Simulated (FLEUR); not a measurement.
# Au (Fm-3m) in FLEUR: a series of runs, part 2 of 2

FLEUR MaX-R8.1 (later development tree). The steps go on from the part before.

### Step 6. Equation of state, r2SCAN, 17.53 Å³/atom (volume scaled by 1.04)

Input file inp.xml:

```xml
<?xml version="1.0" encoding="UTF-8" standalone="no"?>
<fleurInput fleurInputVersion="0.39">
   <comment>
      Au                                                                                                  
   </comment>
   <calculationSetup>
      <cutoffs Kmax="4.1" Gmax="12.7" GmaxXC="12.7" numbands="0"/>
      <scfLoop itmax="60" minDistance="0.00001" maxIterBroyd="15" imix="Anderson" alpha="0.05" precondParam="0.0" spinf="2.0" sdNocoIR="T"/>
      <coreElectrons ctail="F" frcor="F" kcrel="0" coretail_lmax="0"/>
      <xcFunctional name="LibXC" relativisticCorrections="F">
         <LibXCName exchange="mgga_x_r2scan" correlation="mgga_c_r2scan"/>
         <AuxGGA exchange="117" correlation="130"/>
      </xcFunctional>
      <magnetism jspins="1"/>
      <soc l_soc="F" theta="0.0" phi="0.0" spav="F"/>
      <expertModes spex="0" secvar="F"/>
      <geometryOptimization l_f="F" forcealpha="1.0" forcemix="BFGS" epsdisp="0.00001" epsforce="0.00001"/>
      <ldaU l_linMix="F" mixParam="0.05" spinf="1.0"/>
   </calculationSetup>
   <cell>
      <bzIntegration valenceElectrons="19.0" mode="hist" fermiSmearingEnergy="0.00183747">
         <kPointListSelection listName="default-1"/>
         <!-- k-points included here -->
         <xi:include xmlns:xi="http://www.w3.org/2001/XInclude" href="kpts.xml"> </xi:include>
      </bzIntegration>
      <!-- symmetry operations included here -->
      <xi:include xmlns:xi="http://www.w3.org/2001/XInclude" href="sym.xml"> </xi:include>
      <bulkLattice scale="1.0131594038">
         <bravaisMatrix>
            <row-1>    0.0000000000000000     3.8455926635609998     3.8455926635609998</row-1>
            <row-2>    3.8455926635609998     0.0000000000000000     3.8455926635609998</row-2>
            <row-3>    3.8455926635609998     3.8455926635609998     0.0000000000000000</row-3>
         </bravaisMatrix>
      </bulkLattice>
   </cell>
   <atomSpecies>
      <species name="Gold (Au)" element="Au" atomicNumber="79">
         <mtSphere radius="2.47" gridPoints="833" logIncrement="0.016"/>
         <atomicCutoffs lmax="10" lnonsphr="8"/>
         <electronConfig flipSpins="F">
            <coreConfig>(1s1/2) (2s1/2) (2p1/2) (2p3/2) (3s1/2) (3p1/2) (3p3/2) (4s1/2) (3d3/2) (3d5/2) (4p1/2) (4p3/2) (4d3/2) (4d5/2) (4f5/2) (4f7/2)</coreConfig>
            <valenceConfig>(5s1/2) (5p1/2) (5p3/2) (6s1/2) (5d3/2) (5d5/2)</valenceConfig>
            <stateOccupation state="(6s1/2)" spinUp="0.500000" spinDown="0.500000"/>
         </electronConfig>
         <energyParameters s="6" p="6" d="5" f="5"/>
         <lo type="SCLO" l="0" n="5" eDeriv="0"/>
         <lo type="SCLO" l="1" n="5" eDeriv="0"/>
         <lo type="SCLO" l="1" n="5" eDeriv="1"/>
         <lo type="SCLO" l="2" n="5" eDeriv="2"/>
         <lo type="SCLO" l="3" n="5" eDeriv="2"/>
      </species>
   </atomSpecies>
   <atomGroups>
      <atomGroup species="Gold (Au)">
         <relPos label="                   1">.0000000000 .0000000000 .0000000000</relPos>
         <force calculate="T" relaxXYZ="TTT"/>
      </atomGroup>
   </atomGroups>
   <output dos="F" band="F" slice="F">
      <checks vchk="F" cdinf="F"/>
      <bandDOS minEnergy="-.5*Htr" maxEnergy="0.5*Htr" sigma="0.015" storeEVData="T"/>
      <vacuumDOS vacdos="F" integ="F" star="F" nstars="0" locx1="0.0" locy1="0.0" locx2="0.0" locy2="0.0" nstm="0" tworkf="0.0"/>
      <unfoldingBand unfoldBand="F" supercellX="1" supercellY="1" supercellZ="1"/>
      <plotting iplot="0" polar="F">
         <plot TwoD="T" vec1="  1.0  0.0  0.0" vec2="  0.0  1.0  0.0" vec3="  0.0  0.0  1.0" zero="  0.0  0.0  0.0" file="plot"/>
      </plotting>
      <chargeDensitySlicing numkpt="0" minEigenval="0.0" maxEigenval="0.0" nnne="0" pallst="F"/>
      <specialOutput eonly="F"/>
      <moessbauerParams electricFieldGradient="T" isomerShift="T" coreHyperfine="T" valenceHyperfine="T"/>
      <magneticCircularDichroism mcd="F" energyLo="-10.0" energyUp="0.0"/>
   </output>
  <!-- We include the file relax.xml here to enable relaxations (see documentation) -->
  <xi:include xmlns:xi="http://www.w3.org/2001/XInclude" href="relax.xml"> <xi:fallback/> </xi:include>
</fleurInput>
```

Potentials or basis: all-electron, FLAPW.

Launch:

```
> inpgen -f crystal.txt -profile fastHighL
> # inp.xml edited to the form shown
> fleur_MPI
```

Run time: 15 s. Hardware: 1 thread of Arm Neoverse V2, shared host; peak memory 0.08 GiB.

Results (log left out):

- Free energy: -518272.1564 eV
- Band gap on the k mesh: none (metal or under the smearing width)
- Valence electrons inside the program's atomic spheres: Au 17.36 (radii Au 2.47 bohr)

Caveat: the meta-GGA is that of a development version, with a GGA for the radial functions and cores and without core tails.

### Step 7. Equation of state, r2SCAN, 17.87 Å³/atom (volume scaled by 1.06)

Edit inp.xml of step 6 so:

```diff
@@ -27,3 +27,3 @@
       <xi:include xmlns:xi="http://www.w3.org/2001/XInclude" href="sym.xml"> </xi:include>
-      <bulkLattice scale="1.0131594038">
+      <bulkLattice scale="1.0196128224">
          <bravaisMatrix>
```

Launch:

```
> inpgen -f crystal.txt -profile fastHighL
> # inp.xml edited to the form shown
> fleur_MPI
```

Wall time 15 s (1 thread of Arm Neoverse V2, shared host); peak memory 0.08 GiB.

Results (log left out):

| Property | Result |
| --- | --- |
| Free energy | -518272.1534 eV |
| Band gap on the k mesh | none (metal or under the smearing width) |
| Valence electrons inside the program's atomic spheres | Au 17.34 (radii Au 2.47 bohr) |

Caveat: the meta-GGA is that of a development version, with a GGA for the radial functions and cores and without core tails.

### Step 8. Equation of state, r2SCAN

Potentials or basis: all-electron, FLAPW.

This step only gathers the single runs of the series.

Results:

```
Equilibrium volume : 17.54 Å³/atom
Bulk modulus       : 157 GPa
```

Energy against volume, from the lowest point:
```
volume (Å³/atom)  energy (meV/atom)
          15.843             100.31
          16.181              61.38
          16.855              14.30
          17.529               0.00
          17.866               3.02
```

Caveat: the meta-GGA is that of a development version, with a GGA for the radial functions and cores and without core tails.

### Step 9. Band structure, r2SCAN, spin-orbit coupling, no magnetisation

Edit inp.xml of step 7 so:

```diff
@@ -6,3 +6,3 @@
    <calculationSetup>
-      <cutoffs Kmax="4.1" Gmax="12.7" GmaxXC="12.7" numbands="0"/>
+      <cutoffs Kmax="4.1" Gmax="12.7" GmaxXC="12.7" numbands="all"/>
       <scfLoop itmax="60" minDistance="0.00001" maxIterBroyd="15" imix="Anderson" alpha="0.05" precondParam="0.0" spinf="2.0" sdNocoIR="T"/>
@@ -14,3 +14,3 @@
       <magnetism jspins="1"/>
-      <soc l_soc="F" theta="0.0" phi="0.0" spav="F"/>
+      <soc l_soc="T" theta="0.0" phi="0.0" spav="F"/>
       <expertModes spex="0" secvar="F"/>
@@ -27,3 +27,3 @@
       <xi:include xmlns:xi="http://www.w3.org/2001/XInclude" href="sym.xml"> </xi:include>
-      <bulkLattice scale="1.0196128224">
+      <bulkLattice scale="1.0">
          <bravaisMatrix>
@@ -37,3 +37,3 @@
       <species name="Gold (Au)" element="Au" atomicNumber="79">
-         <mtSphere radius="2.47" gridPoints="833" logIncrement="0.016"/>
+         <mtSphere radius="2.52" gridPoints="833" logIncrement="0.016"/>
          <atomicCutoffs lmax="10" lnonsphr="8"/>
```

Input file crystal.txt:

```
Au
&input cartesian=F /
0.0000000000  2.0350000000  2.0350000000
2.0350000000  0.0000000000  2.0350000000
2.0350000000  2.0350000000  0.0000000000
1.8897261246
1.0 1.0 1.0

1
79 0.0000000000  0.0000000000  0.0000000000

&soc 0.0 0.0 /
&kpt div1=8 div2=8 div3=8 gamma=T /
```

Input file inp.xml (bands):

```
<?xml version="1.0" encoding="UTF-8" standalone="no"?>
<fleurInput fleurInputVersion="0.39">
   <comment>
      Au                                                                                                  
   </comment>
   <calculationSetup>
      <cutoffs Kmax="4.1" Gmax="12.7" GmaxXC="12.7" numbands="all"/>
      <scfLoop itmax="60" minDistance="0.00001" maxIterBroyd="15" imix="Anderson" alpha="0.05" precondParam="0.0" spinf="2.0" sdNocoIR="T"/>
      <coreElectrons ctail="F" frcor="F" kcrel="0" coretail_lmax="0"/>
      <xcFunctional name="LibXC" relativisticCorrections="F">
         <LibXCName exchange="mgga_x_r2scan" correlation="mgga_c_r2scan"/>
         <AuxGGA exchange="117" correlation="130"/>
      </xcFunctional>
      <magnetism jspins="1"/>
      <soc l_soc="T" theta="0.0" phi="0.0" spav="F"/>
      <expertModes spex="0" secvar="F"/>
      <geometryOptimization l_f="F" forcealpha="1.0" forcemix="BFGS" epsdisp="0.00001" epsforce="0.00001"/>
      <ldaU l_linMix="F" mixParam="0.05" spinf="1.0"/>
   </calculationSetup>
   <cell>
      <bzIntegration valenceElectrons="19.0" mode="hist" fermiSmearingEnergy="0.00183747">
         <kPointListSelection listName="path-1"/>
         <!-- k-points included here -->
         <xi:include xmlns:xi="http://www.w3.org/2001/XInclude" href="kpts.xml"> </xi:include>
      </bzIntegration>
      <!-- symmetry operations included here -->
      <xi:include xmlns:xi="http://www.w3.org/2001/XInclude" href="sym.xml"> </xi:include>
      <bulkLattice scale="1.0">
         <bravaisMatrix>
            <row-1>    0.0000000000000000     3.8455926635609998     3.8455926635609998</row-1>
            <row-2>    3.8455926635609998     0.0000000000000000     3.8455926635609998</row-2>
            <row-3>    3.8455926635609998     3.8455926635609998     0.0000000000000000</row-3>
         </bravaisMatrix>
      </bulkLattice>
   </cell>
   <atomSpecies>
      <species name="Gold (Au)" element="Au" atomicNumber="79">
         <mtSphere radius="2.52" gridPoints="833" logIncrement="0.016"/>
         <atomicCutoffs lmax="10" lnonsphr="8"/>
         <electronConfig flipSpins="F">
            <coreConfig>(1s1/2) (2s1/2) (2p1/2) (2p3/2) (3s1/2) (3p1/2) (3p3/2) (4s1/2) (3d3/2) (3d5/2) (4p1/2) (4p3/2) (4d3/2) (4d5/2) (4f5/2) (4f7/2)</coreConfig>
            <valenceConfig>(5s1/2) (5p1/2) (5p3/2) (6s1/2) (5d3/2) (5d5/2)</valenceConfig>
            <stateOccupation state="(6s1/2)" spinUp="0.500000" spinDown="0.500000"/>
         </electronConfig>
         <energyParameters s="6" p="6" d="5" f="5"/>
         <lo type="SCLO" l="0" n="5" eDeriv="0"/>
         <lo type="SCLO" l="1" n="5" eDeriv="0"/>
         <lo type="SCLO" l="1" n="5" eDeriv="1"/>
         <lo type="SCLO" l="2" n="5" eDeriv="2"/>
         <lo type="SCLO" l="3" n="5" eDeriv="2"/>
      </species>
   </atomSpecies>
   <atomGroups>
      <atomGroup species="Gold (Au)">
         <relPos label="                   1">.0000000000 .0000000000 .0000000000</relPos>
         <force calculate="T" relaxXYZ="TTT"/>
      </atomGroup>
   </atomGroups>
   <output dos="F" band="T" slice="F">
      <checks vchk="F" cdinf="F"/>
      <bandDOS minEnergy="-.5*Htr" maxEnergy="0.5*Htr" sigma="0.015" storeEVData="T"/>
      <vacuumDOS vacdos="F" integ="F" star="F" nstars="0" locx1="0.0" locy1="0.0" locx2="0.0" locy2="0.0" nstm="0" tworkf="0.0"/>
      <unfoldingBand unfoldBand="F" supercellX="1" supercellY="1" supercellZ="1"/>
      <plotting iplot="0" polar="F">
         <plot TwoD="T" vec1="  1.0  0.0  0.0" vec2="  0.0  1.0  0.0" vec3="  0.0  0.0  1.0" zero="  0.0  0.0  0.0" file="plot"/>
      </plotting>
      <chargeDensitySlicing numkpt="0" minEigenval="0.0" maxEigenval="0.0" nnne="0" pallst="F"/>
      <specialOutput eonly="F"/>
      <moessbauerParams electricFieldGradient="T" isomerShift="T" coreHyperfine="T" valenceHyperfine="T"/>
      <magneticCircularDichroism mcd="F" energyLo="-10.0" energyUp="0.0"/>
   </output>
  <!-- We include the file relax.xml here to enable relaxations (see documentation) -->
  <xi:include xmlns:xi="http://www.w3.org/2001/XInclude" href="relax.xml"> <xi:fallback/> </xi:include>
</fleurInput>
```

Potentials or basis: all-electron, FLAPW.

Launch:

```
> inpgen -f crystal.txt -profile fastHighL
> # inp.xml edited to the form shown
> fleur_MPI
> fleur_MPI   # second run, on inp.xml (bands)
```

The log of the run:

```text
Welcome to FLEUR        (www.flapw.de)
      MaX-Release 8.1          (www.max-centre.eu)
 func_ids         498         497         498         497
 MetaGGA potential functional detected - V_tau will be computed
 Auxiliary Potential for radial basis: exchange=         117  correlation=         130
The functional 'Re-regularized SCAN exchange by Furness et al' is an exchange functional, it belongs to the 'MGGA' family and is defined in the reference(s):
[1] J. W. Furness, A. D. Kaplan, J. Ning, J. P. Perdew, and J. Sun.,  J. Phys. Chem. Lett. 11, 8208-8215 (2020)
[2] J. W. Furness, A. D. Kaplan, J. Ning, J. P. Perdew, and J. Sun.,  J. Phys. Chem. Lett. 11, 9248-9248 (2020)
The functional 'Re-regularized SCAN correlation by Furness et al' is a correlation functional, it belongs to the 'MGGA' family and is defined in the reference(s):
[1] J. W. Furness, A. D. Kaplan, J. Ning, J. P. Perdew, and J. Sun.,  J. Phys. Chem. Lett. 11, 8208-8215 (2020)
[2] J. W. Furness, A. D. Kaplan, J. Ning, J. P. Perdew, and J. Sun.,  J. Phys. Chem. Lett. 11, 9248-9248 (2020)
 Using same functional for VXC and EXC

 ========== k-point set info ==========
 Selected k-point list: default-1
 k-point list type: mesh
 8 x 8 x 8
 Number of k points: 78

[... 16 lines left out ...]
 Using auxiliary GGA potential for the first iteration of MetaGGA calculation.
 Reset of history
 Reset of history
 Iteration:     1   Distance:      66.95304496 me/bohr^3
The functional 'Hammer, Hansen, and Norskov' is an exchange functional, it belongs to the 'GGA' family and is defined in the reference(s):
[1] B. Hammer, L. B. Hansen, and J. K. Nørskov.,  Phys. Rev. B 59, 7413 (1999)
The functional 'Perdew, Burke & Ernzerhof' is a correlation functional, it belongs to the 'GGA' family and is defined in the reference(s):
[1] J. P. Perdew, K. Burke, and M. Ernzerhof.,  Phys. Rev. Lett. 77, 3865 (1996)
[2] J. P. Perdew, K. Burke, and M. Ernzerhof.,  Phys. Rev. Lett. 78, 1396 (1997)
 Using same functional for VXC and EXC
 Iteration:     2   Distance:      63.02380981 me/bohr^3
The functional 'Hammer, Hansen, and Norskov' is an exchange functional, it belongs to the 'GGA' family and is defined in the reference(s):
[1] B. Hammer, L. B. Hansen, and J. K. Nørskov.,  Phys. Rev. B 59, 7413 (1999)
The functional 'Perdew, Burke & Ernzerhof' is a correlation functional, it belongs to the 'GGA' family and is defined in the reference(s):
[1] J. P. Perdew, K. Burke, and M. Ernzerhof.,  Phys. Rev. Lett. 77, 3865 (1996)
[2] J. P. Perdew, K. Burke, and M. Ernzerhof.,  Phys. Rev. Lett. 78, 1396 (1997)
 Using same functional for VXC and EXC
 Iteration:     3   Distance:      59.81051916 me/bohr^3
The functional 'Hammer, Hansen, and Norskov' is an exchange functional, it belongs to the 'GGA' family and is defined in the reference(s):
[1] B. Hammer, L. B. Hansen, and J. K. Nørskov.,  Phys. Rev. B 59, 7413 (1999)
[... 68 lines left out ...]
The functional 'Hammer, Hansen, and Norskov' is an exchange functional, it belongs to the 'GGA' family and is defined in the reference(s):
[1] B. Hammer, L. B. Hansen, and J. K. Nørskov.,  Phys. Rev. B 59, 7413 (1999)
The functional 'Perdew, Burke & Ernzerhof' is a correlation functional, it belongs to the 'GGA' family and is defined in the reference(s):
[1] J. P. Perdew, K. Burke, and M. Ernzerhof.,  Phys. Rev. Lett. 77, 3865 (1996)
[2] J. P. Perdew, K. Burke, and M. Ernzerhof.,  Phys. Rev. Lett. 78, 1396 (1997)
 Using same functional for VXC and EXC
 Iteration:    14   Distance:       0.00003023 me/bohr^3
The functional 'Hammer, Hansen, and Norskov' is an exchange functional, it belongs to the 'GGA' family and is defined in the reference(s):
[1] B. Hammer, L. B. Hansen, and J. K. Nørskov.,  Phys. Rev. B 59, 7413 (1999)
The functional 'Perdew, Burke & Ernzerhof' is a correlation functional, it belongs to the 'GGA' family and is defined in the reference(s):
[1] J. P. Perdew, K. Burke, and M. Ernzerhof.,  Phys. Rev. Lett. 77, 3865 (1996)
[2] J. P. Perdew, K. Burke, and M. Ernzerhof.,  Phys. Rev. Lett. 78, 1396 (1997)
 Using same functional for VXC and EXC
 Iteration:    15   Distance:       0.00000248 me/bohr^3

 ********************************************************************
 Run finished successfully
 Stop message:
   all done
 ********************************************************************
```

It took 4 min on 1 thread of Arm Neoverse V2, shared host; peak memory 0.16 GiB.

Results:

- Free energy: -518274.1681 eV
- Band gap along the path: none (metal or under the smearing width)
- Valence electrons inside the program's atomic spheres: Au 17.56 (radii Au 2.52 bohr)

Levels at the corners of the path, in eV from the Fermi level:
```tsv
point	band 16	band 17	band 18	band 19	band 20	band 21
Γ	-4.49	-3.25	-3.25	-3.25	-3.25	15.15
X	-2.25	-1.24	-1.24	1.10	1.10	6.11
W	-3.47	-1.81	-1.81	4.98	4.98	6.10
K	-3.21	-2.14	-2.14	4.03	4.03	4.96
Γ	-4.49	-3.25	-3.25	-3.25	-3.25	15.15
L	-2.53	-1.83	-1.83	-0.86	-0.86	3.27
U	-3.21	-2.14	-2.14	4.03	4.03	4.96
W	-3.47	-1.81	-1.81	4.98	4.98	6.10
L	-2.53	-1.83	-1.83	-0.86	-0.86	3.27
K	-3.21	-2.14	-2.14	4.03	4.03	4.96
U	-3.21	-2.14	-2.14	4.03	4.03	4.96
X	-2.25	-1.24	-1.24	1.10	1.10	6.11
```

Core levels (eV from the Fermi level):
| atom | levels |
| --- | --- |
| 1 Au | 1s1/2 -80657.3, 2s1/2 -14217.3, 2p1/2 -13630.2, 2p3/2 -11794.3, 3s1/2 -3353.2, 3p1/2 -3090.0, 3p3/2 -2684.8, 4s1/2 -725.7, 3d3/2 -2249.2, 3d5/2 -2162.1, 4p1/2 -613.5, 4p3/2 -516.4, 4d3/2 -333.2, 4d5/2 -315.1, 4f5/2 -80.2, 4f7/2 -76.4 |

Caveat: the meta-GGA is that of a development version, with a GGA for the radial functions and cores and without core tails.

### Step 10. Against experiment

Step 8. Measured bulk modulus of Au: 167 GPa (quoted in “Exploring toroidal anvil profiles for larger sample volumes above 4 Mbar”, 2024, pmc:11102561). This calculation gives 157 GPa (-5.9 %). The fit is for a static lattice scaled at fixed shape and fixed fractional positions.
